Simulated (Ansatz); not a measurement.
# Stack of 2H-WSe2 under blue phosphorene, shifted by a third of the diagonal in a perpendicular field, part 2 of 4

What dipole does a perpendicular field induce in the stack of 2H-WSe2 under blue phosphorene, shifted by a third of the diagonal, and does the gap follow? A positive field points along +c.

Ansatz 0.2.0; plane-wave DFT, LDA, Ansatz PAW (the session's first sound run).

So far. Step 2 (Relaxing the slab): The lattice constant a goes from 3.300 to 3.242 Å.

## (3) Single point, field 0

A sawtooth potential applies the field, turning back in the middle of the vacuum. With the dipole correction the typed value is the field outside the slab. The induced dipole is small, so the SCF threshold is tight.

The cell differs from the one that the last finished run ended in (c 40.061 → 25.533 Å).

input.yaml

```yaml
crystal:
  lattice:
    - [3.2421412639, 0.0, 0.0]
    - [-1.6210706319, 2.8077766972, 0.0]
    - [0.0, 0.0, 25.5326848186]
  atoms:
    - { symbol: Se, position: [0.3333333333, 0.6666666667, 0.3524893705] }
    - { symbol: W, position: [0.0, 0.0, 0.4177544981] }
    - { symbol: Se, position: [0.3333333333, 0.6666666667, 0.4832452246] }
    - { symbol: P, position: [0.0, 0.0, 0.5991778839] }
    - { symbol: P, position: [0.6666666667, 0.3333333333, 0.6475106295] }
kpoints:
  mp_grid: { grid: [18, 18, 1] }
  band_path:
    path: [[0, 0, 0], [0.5, 0, 0], [0.33333333, 0.33333333, 0], [0, 0, 0]]
    npoints: 16
hamiltonian:
  xc: lda
scf:
  occupations: { method: fermi_dirac, width: 0.05 }
  convergence: { dr2_threshold: 1.0e-10 }
efield:
  axis: 3
  dipole_correction: true
  ramp_position: 0.97
  ramp_width: 0.06
  amplitude: 0
output:
  dos: { projected: true, e_range: [-6, 5] }
  bader: true
  write_potential: true
  write_density: true
  volumetric_format: npy
  elf: true
```

The run is started by

```console
$ ansatz run input.yaml --threads 4 --pin off --max-ram 6144MiB --backend cpu --events-out ev --progress --plain --runs-dir out
```

Numbers of over 12 decimals in the logs are rounded to 6 here.

The log of the run:

```text
[...]
Crystal: 5 atoms, lattice volume = 232.429 Å³
Basis set: ecut = 420 eV, 4633 PW (Γ)
Bands: 34, of which v1, the nominal top of the filled ones, is band 28 counted from 1 (27 counted from 0)
Symmetry: 6 space group operations
[...]
k-points: 37 of 324 (time reversal used)
[...]
SCF iter   1: F=—  HF=-22349.884129 eV  |F-HF|=—  |Δ(HF+E_count)|=         —  Δρ=4.10e-3  dr2=7.65e-2  ethr=1.77e-3  p=-0.016 e·Å  D=-1.27e-2 V/Å  ΔV_dip=0.32 eV  dr2_dipole=6.69e-3  V_vac-E_F(+/−)=4.88/4.56 eV  ⟨swp⟩=10.5  Hψ=6732  notcnv=0
efield: sawtooth ramp at fractional position 0.9700 (set: `efield.ramp_position`, or a place that a band, a saddle search or an elastic batch's reference lends), width 0.0600; the density the first Hamiltonian is built on has a dipole p = -0.016 e·Å; the dipole correction subtracts the counter field D = -1.27e-2 V/Å, which shifts the + side's vacuum level by +0.32 eV against the − side's; the planar-averaged density in the ramp window peaks in size at 1.6e-5 e/Å³
[...]
SCF iter   2: F=—  HF=-22349.996539 eV  |F-HF|=—  |Δ(HF+E_count)|=   1.12e-1  Δρ=6.04e-3  dr2=1.19e0  ethr=1.37e-4  p=0.049 e·Å  D=3.84e-2 V/Å  ΔV_dip=-0.98 eV  dr2_dipole=2.79e-1  V_vac-E_F(+/−)=4.74/5.72 eV  ⟨swp⟩=3.8  Hψ=2709  notcnv=0  defer=34
[...]
SCF iter  12: F=-22349.877228 eV  HF=-22349.877228 eV  |F-HF|=7.28e-11  |Δ(HF+E_count)|=  7.28e-12  Δρ=9.30e-8  dr2=4.75e-11  ethr=1.00e-12  p=-0.010 e·Å  D=-8.17e-3 V/Å  ΔV_dip=0.21 eV  dr2_dipole=3.24e-12  V_vac-E_F(+/−)=5.00/4.79 eV  ⟨swp⟩=10.0  Hψ=4139  notcnv=0
SCF 1 converged in 12 iterations: F = -22349.877228 eV  dr2 = 4.75e-11
[...]
NSCF: frozen V_eff on 49 k-points
efield: sawtooth ramp at fractional position 0.9700 (kept from the solve that this one continues, or follows in the run), width 0.0600; the density the first Hamiltonian is built on has a dipole p = -0.010 e·Å; the dipole correction subtracts the counter field D = -8.17e-3 V/Å, which shifts the + side's vacuum level by +0.21 eV against the − side's; the planar-averaged density in the ramp window peaks in size at 1.3e-5 e/Å³
[...]
SCF converged after 12 iterations
Free energy (F): -22349.877228 eV
[...]
Internal energy: -22349.877221 eV  (E = F + TS)
E sigma→0 (E₀):  -22349.877224 eV
Entropy (-TS):   -0.000007 eV (-0.001 meV/atom)
Fermi energy:    1.772938 eV
Dipole field:    D = -0.008166 V/Å  (p = -0.010489 e·Å, saw-weighted, corrected)
Work function:   Φ+ = 4.9978 eV   Φ− = 4.7893 eV
Levels:          The Fermi level and band energies are counted from a zero that moves with the ramp; work functions are not
[...]
--- Band table (eV; the first three rows and the last of 37) ---
  k-point 0: bands = [... 24 lower, 0.1535, 0.2945, 0.2945, 1.3314, 4.2363, 4.2363, 4.3200, 4.3871, ... 2 higher]
  k-point 1: bands = [... 24 lower, -0.0345, 0.1726, 0.2740, 1.3129, 4.1067, 4.2356, 4.3250, 4.3266, ... 2 higher]
  k-point 2: bands = [... 24 lower, -0.2254, -0.1323, 0.3535, 1.2119, 3.7856, 3.8592, 4.0083, 4.2519, ... 2 higher]
  k-point 36: bands = [... 24 lower, -1.3705, -1.2948, -1.2501, 1.1883, 2.4365, 2.9758, 3.8066, 4.9361, ... 2 higher]
--- Bader charges: 5 sites ---
  site symbol  charge [e]  shift [e]
     0     Se     -0.4975     0.0013
     1      W      0.9906     0.0025
     2     Se     -0.5001     0.0012
     3      P      0.0113     0.0000
     4      P     -0.0042     0.0000
  estimated error of the sums over rays = 6.0e-4 e
```

Run time: 28 s. Hardware: 4 threads of Arm Neoverse V1, shared host; peak memory 0.7 GiB.

This step gave:

| Property | Result |
| --- | --- |
| dipole along the normal | -0.01049 e·Å |
| gap along the path | 0.9186 eV |
| smallest direct gap along the path | 1.248 eV |
| step between the vacuum levels | 0.2085 eV |
| ionisation energy, upper face | 5.439 eV |
| electron affinity, upper face | 4.521 eV |
| ionisation energy, lower face | 5.231 eV |
| gap, the smaller of path and mesh | 0.9186 eV |

Running mean over a fixed 2.7 Å (it still follows the layers) of the planar mean; the ramp of the sawtooth is left out. The electron's electrostatic potential energy less the Fermi level by z:

```
z (Å)  electron's electrostatic potential energy less the Fermi level (eV)
  3.0                                                                 4.79
  3.5                                                                 4.79
  4.0                                                                 4.79
  4.5                                                                 4.79
  5.0                                                                 4.79
  5.5                                                                 4.78
  6.0                                                                 4.74
  6.5                                                                 4.57
  7.0                                                                 3.78
  7.5                                                                 2.08
  8.0                                                                0.132
  8.5                                                                -1.92
  9.0                                                                -4.67
  9.5                                                                -8.18
 10.0                                                                -9.97
 10.5                                                                -10.2
 11.0                                                                -10.2
 11.5                                                                -9.64
 12.0                                                                -7.07
 12.5                                                                -3.67
 13.0                                                                -1.59
 13.5                                                               -0.835
 14.0                                                                -1.89
 14.5                                                                -3.56
 15.0                                                                -6.08
 15.5                                                                -9.01
 16.0                                                                -10.0
 16.5                                                                -8.08
 17.0                                                                -4.88
 17.5                                                                -1.93
 18.0                                                                 1.39
 18.5                                                                 3.88
 19.0                                                                 4.72
 19.5                                                                 4.93
 20.0                                                                 4.98
 20.5                                                                 4.99
 21.0                                                                 5.00
 21.5                                                                 5.00
 22.0                                                                 5.00
 22.5                                                                 5.00
```

The density of states has structure finer than the step of the table below, so its rows give means over 0.2 eV, whole bins alone (the curve runs from -6 to 2.46 eV). Peaks (eV: height): -5.06: 8.54, -4.87: 7.78, -3.77: 7.98, -1.45: 8.28, 1.77: 8.72, 2.02: 9.26, 2.16: 7.96.

Density of states against energy, zero at the Fermi level of the run, which the smearing sets inside the gap; means over each step:

```
energy (eV)  density of states (states/eV a cell)
       -5.8                                  2.70
       -5.6                                  3.08
       -5.4                                  1.40
       -5.2                                  2.53
       -5.0                                  4.10
       -4.8                                  5.20
       -4.6                                  2.51
       -4.4                                  3.10
       -4.2                                  2.78
       -4.0                                  3.78
       -3.8                                  4.74
       -3.6                                  3.89
       -3.4                                  2.78
       -3.2                                  2.14
       -3.0                                  3.25
       -2.8                                  3.59
       -2.6                                  4.25
       -2.4                                  4.84
       -2.2                                  4.27
       -2.0                                  4.69
       -1.8                                  2.18
       -1.6                                  2.53
       -1.4                                  4.68
       -1.2                                  3.60
       -1.0                                  2.05
       -0.8                                  1.18
       -0.6                                 0.751
       -0.4                                 0.264
       -0.2                                     0
        0.0                                     0
        0.2                                     0
        0.4                                0.0325
        0.6                                 0.888
        0.8                                  1.30
        1.0                                  1.68
        1.2                                  2.90
        1.4                                  2.22
        1.6                                  3.66
        1.8                                  4.70
        2.0                                  6.14
        2.2                                  6.08
```

Projected DOS per atom over height of the atomic layer and energy from the Fermi level. Layers: Se W Se P P from below.

Values in states/eV, 22 rows by 5 columns, each cell a mean:
```
0.70 2.77 0.84 0.53 0.55
0.66 2.47 0.49 0.73 0.73
0.33 1.19 0.24 0.46 0.45
0.17 0.65 0.19 0.54 0.56
0.01 0.07 0.02 0.43 0.43
0.00 0.00 0.00 0.03 0.03
0.00 0.00 0.00 0.00 0.00
0.01 0.12 0.08 0.06 0.05
0.10 0.69 0.23 0.14 0.12
0.58 1.34 0.60 0.37 0.35
0.62 1.17 0.28 0.56 0.55
0.70 0.93 0.72 0.62 0.70
1.04 0.98 1.03 0.67 0.75
1.06 1.00 1.00 0.43 0.41
0.62 0.65 0.62 0.35 0.35
0.66 0.89 0.67 0.48 0.59
0.88 0.91 0.90 0.63 0.78
0.69 0.54 0.55 0.58 0.54
0.73 0.78 0.75 0.50 0.55
0.98 0.88 0.98 0.61 0.61
0.30 0.27 0.22 0.51 0.47
0.82 0.61 0.79 0.54 0.43
```
Columns: height of the atomic layer (Å) from 9 to 16.5 (not evenly spaced); rows upwards: energy from the Fermi level (eV) from -5.96 to 2.41.

Electronic bands along the path, in eV, zero at the Fermi level of the run, which the smearing sets inside the gap:

```
  point  band 25  band 26  band 27  band 28  band 29  band 30  band 31  band 32
      Γ    -1.62    -1.48    -1.48    -0.44     2.46     2.46     2.55     2.61
halfway    -2.40    -2.07    -1.64    -1.20     0.84     1.56     1.96     2.45
      M    -3.17    -2.49    -1.58    -1.37     0.51     1.77     2.04     2.54
halfway    -3.31    -2.96    -2.54    -0.96     1.48     1.78     2.48     2.68
      K    -3.14    -3.07    -3.02    -0.58     0.66     1.20     2.03     3.16
halfway    -2.58    -1.95    -1.43    -1.20     1.11     1.94     2.04     2.55
      Γ    -1.62    -1.48    -1.48    -0.44     2.46     2.46     2.55     2.61
```

Electrostatic potential energy in the ca plane at fractional y = 1.000, with atoms of W and P within 0.2 Å of it. With pseudopotentials it is smooth inside the atoms' cores, unlike the true potential.

Ten even steps from '0' (-58 eV) to '9' (7 eV), each cell a mean:
```
99999999998400027999999851005899999999999999
99999999998742368999999985457899999999999999
99999999888887788888999998888889999999999999
99999998778999998778999999998788999999999999
99999998778888888878999999988888999999999999
99999999888865678889999987778889999999999999
99999999998620147999999973126899999999999999
99999999998400016999999850004899999999999999
```
Columns run along c (16.0 Å, from fractional 0.23 to 0.85 of the cell; values clipped at the 3rd and 97th percentile), rows up along a (3.2 Å). Atoms in or near the plane, at fractional coordinates: W at (0.42, 0.00), P at (0.60, 0.00).

Valence density in the ca plane at fractional y = 1.000, with atoms of W and P within 0.2 Å of it. It is the smooth field of the valence electrons, not physical close to the nuclei.

Ten steps, logarithmic in the rise over the least value, from '0' (0.0 e/Å³) to '9' (5.0 e/Å³), each cell a mean:
```
00000000000000000112347999853321124554554321
00000000000000000123445788644332123455554321
00000000000000001234444455444443212334444432
00000000000000001345554433445543211223444442
00000000000000001245554444445543211233444432
00000000000000001234444566544432212345554432
00000000000000000123346899754322123555554321
00000000000000000112347999953221124552454311
```
Columns run along c (16.0 Å, from fractional 0.07 to 0.70 of the cell), rows up along a (3.2 Å). Atoms in or near the plane, at fractional coordinates: W at (0.42, 0.00), P at (0.60, 0.00).

ELF in the ca plane at fractional y = 1.000, with atoms of W and P within 0.2 Å of it. It is the smooth field of the valence electrons, not physical close to the nuclei.

Values, 5 rows by 16 columns, each cell a mean:
```
0.00 0.02 0.12 0.30 0.50 0.50 0.29 0.10 0.71 0.48 0.54 0.16 0.03 0.00 0.00 0.00
0.01 0.14 0.53 0.62 0.33 0.33 0.62 0.41 0.29 0.61 0.67 0.58 0.26 0.02 0.00 0.00
0.01 0.25 0.70 0.69 0.41 0.42 0.69 0.58 0.09 0.29 0.59 0.75 0.45 0.04 0.00 0.00
0.00 0.08 0.39 0.54 0.36 0.36 0.54 0.30 0.44 0.71 0.68 0.45 0.16 0.01 0.00 0.00
0.00 0.01 0.07 0.23 0.49 0.49 0.23 0.07 0.77 0.33 0.45 0.11 0.02 0.00 0.00 0.00
```
Columns run along c (16.0 Å, from fractional 0.23 to 0.85 of the cell), rows up along a (3.2 Å). Atoms in or near the plane, at fractional coordinates: W at (0.42, 0.00), P at (0.60, 0.00).

The gap is 0.92 eV, with the valence edge 5.44 eV and the conduction edge 4.52 eV under the upper vacuum level. Spin-orbit coupling, left out in this run, matters for the bands of elements this heavy.

## (4) Single point, field 0.05 V/Å

input.yaml, as its differences from that of step 3:

```diff
@@ -26,6 +26,4 @@
   ramp_width: 0.06
-  amplitude: 0
+  amplitude: 0.05
 output:
-  dos: { projected: true, e_range: [-6, 5] }
-  bader: true
   write_potential: true
@@ -33,2 +31 @@
   volumetric_format: npy
-  elf: true
```

The log of the run:

```text
[...]
Crystal: 5 atoms, lattice volume = 232.429 Å³
Basis set: ecut = 420 eV, 4633 PW (Γ)
Bands: 34, of which v1, the nominal top of the filled ones, is band 28 counted from 1 (27 counted from 0)
Symmetry: 6 space group operations
[...]
k-points: 37 of 324 (time reversal used)
[...]
k-point 0: bands = [... 24 lower, 0.1505, 0.3111, 0.3111, 1.3339, 4.2411, 4.2411, 4.3371, 4.3843, ... 2 higher]
  k-point 1: bands = [... 24 lower, -0.0446, 0.1891, 0.2655, 1.3155, 4.1132, 4.2269, 4.3227, 4.3265, ... 2 higher]
  k-point 2: bands = [... 24 lower, -0.2260, -0.1165, 0.3436, 1.2147, 3.7985, 3.8476, 4.0016, 4.2425, ... 2 higher]
  k-point 36: bands = [... 24 lower, -1.3510, -1.3063, -1.2391, 1.1782, 2.4527, 2.9656, 3.7981, 4.9263, ... 2 higher]
[key lines of the parts left out:]
SCF converged after 15 iterations
Free energy (F): -22349.877295 eV
Fermi energy:    1.782100 eV
Dipole field:    D = 0.010273 V/Å  (p = 0.013195 e·Å, saw-weighted, corrected)
```

Elapsed: 17 s, on 4 threads; peak memory 0.68 GiB; 66 s of CPU time.

The dipole is 0.0132 e·Å, 0.0237 e·Å from its value without field, and the gap 0.932 eV.

## (5) Single point, field -0.05 V/Å

input.yaml, as its differences from that of step 4:

```diff
@@ -26,3 +26,3 @@
   ramp_width: 0.06
-  amplitude: 0.05
+  amplitude: -0.05
 output:
```

The log of the run:

```text
[...]
Crystal: 5 atoms, lattice volume = 232.429 Å³
Basis set: ecut = 420 eV, 4633 PW (Γ)
Bands: 34, of which v1, the nominal top of the filled ones, is band 28 counted from 1 (27 counted from 0)
Symmetry: 6 space group operations
[...]
k-points: 37 of 324 (time reversal used)
[...]
k-point 0: bands = [... 24 lower, 0.1562, 0.2776, 0.2776, 1.3289, 4.2295, 4.2295, 4.3027, 4.3905, ... 2 higher]
  k-point 1: bands = [... 24 lower, -0.0247, 0.1559, 0.2823, 1.3103, 4.0982, 4.2438, 4.3253, 4.3289, ... 2 higher]
  k-point 2: bands = [... 24 lower, -0.2252, -0.1480, 0.3631, 1.2091, 3.7709, 3.8714, 4.0153, 4.2608, ... 2 higher]
  k-point 36: bands = [... 24 lower, -1.3903, -1.2836, -1.2612, 1.1981, 2.4200, 2.9856, 3.8148, 4.9456, ... 2 higher]
[key lines of the parts left out:]
SCF converged after 15 iterations
Free energy (F): -22349.878344 eV
Fermi energy:    1.763690 eV
Dipole field:    D = -0.026609 V/Å  (p = -0.034179 e·Å, saw-weighted, corrected)
```

It took 15 s on 4 threads; peak memory 0.68 GiB; 59 s of CPU time.

The dipole is -0.0342 e·Å, -0.0237 e·Å from its value without field, and the gap 0.905 eV.

## (6) Single point, field 0.1 V/Å

input.yaml, as its differences from that of step 5:

```diff
@@ -26,3 +26,3 @@
   ramp_width: 0.06
-  amplitude: -0.05
+  amplitude: 0.1
 output:
```

The log of the run:

```text
[...]
Crystal: 5 atoms, lattice volume = 232.429 Å³
Basis set: ecut = 420 eV, 4633 PW (Γ)
Bands: 34, of which v1, the nominal top of the filled ones, is band 28 counted from 1 (27 counted from 0)
Symmetry: 6 space group operations
[...]
k-points: 37 of 324 (time reversal used)
[...]
k-point 0: bands = [... 24 lower, 0.1471, 0.3275, 0.3275, 1.3364, 4.2437, 4.2437, 4.3538, 4.3821, ... 2 higher]
  k-point 1: bands = [... 24 lower, -0.0549, 0.2054, 0.2568, 1.3181, 4.1175, 4.2177, 4.3222, 4.3251, ... 2 higher]
  k-point 2: bands = [... 24 lower, -0.2270, -0.1007, 0.3336, 1.2176, 3.8067, 3.8395, 3.9953, 4.2329, ... 2 higher]
  k-point 36: bands = [... 24 lower, -1.3317, -1.3179, -1.2282, 1.1678, 2.4686, 2.9553, 3.7893, 4.9163, ... 2 higher]
[key lines of the parts left out:]
SCF converged after 15 iterations
Free energy (F): -22349.878547 eV
Fermi energy:    1.791162 eV
Dipole field:    D = 0.028706 V/Å  (p = 0.036873 e·Å, saw-weighted, corrected)
```

It took 15 s on 4 threads; peak memory 0.68 GiB.

The dipole is 0.0369 e·Å, 0.0474 e·Å from its value without field, and the gap 0.945 eV.

## (7) Single point, field 0.2 V/Å

input.yaml, as its differences from that of step 6:

```diff
@@ -26,3 +26,3 @@
   ramp_width: 0.06
-  amplitude: 0.1
+  amplitude: 0.2
 output:
```

The log of the run:

```text
[...]
Crystal: 5 atoms, lattice volume = 232.429 Å³
Basis set: ecut = 420 eV, 4633 PW (Γ)
Bands: 34, of which v1, the nominal top of the filled ones, is band 28 counted from 1 (27 counted from 0)
Symmetry: 6 space group operations
[...]
k-points: 37 of 324 (time reversal used)
[...]
k-point 0: bands = [... 24 lower, 0.1394, 0.3596, 0.3596, 1.3415, 4.2424, 4.2424, 4.3787, 4.3787, ... 2 higher]
  k-point 1: bands = [... 24 lower, -0.0740, 0.2374, 0.2389, 1.3235, 4.1189, 4.1978, 4.3190, 4.3269, ... 2 higher]
  k-point 2: bands = [... 24 lower, -0.2304, -0.0693, 0.3129, 1.2235, 3.7926, 3.8490, 3.9847, 4.2127, ... 2 higher]
  k-point 36: bands = [... 24 lower, -1.3417, -1.2939, -1.2067, 1.1465, 2.4997, 2.9339, 3.7708, 4.8957, ... 2 higher]
[key lines of the parts left out:]
SCF converged after 15 iterations
Free energy (F): -22349.884603 eV
Fermi energy:    1.808983 eV
Dipole field:    D = 0.065590 V/Å  (p = 0.084249 e·Å, saw-weighted, corrected)
```

Run time: 15 s. Hardware: 4 threads; peak memory 0.68 GiB.

The dipole is 0.0842 e·Å, 0.0947 e·Å from its value without field, and the gap 0.970 eV.

[end of part 2 of 4]

[Logs are printed without paths, hosts, clocks, repeated set-up lines and the standing remarks that a program may print on its own settings, such as how far it seeks lower states.]

[Hosts, paths, dates, database ids (printed as entryN), source tags and the programs' standing remarks are cut or masked in the printed files.]

[Maps of the electrostatic potential energy from Ansatz leave out the sawtooth potential of an applied field or a dipole correction, so their vacuum need not be flat; planar profiles and work functions include it.]

[The density of states shown here was stored with 400 of the rows of the run's finer table, so its peaks can read low, often by over a quarter, or be missed, and its means over a window can be off by a tenth or more.]
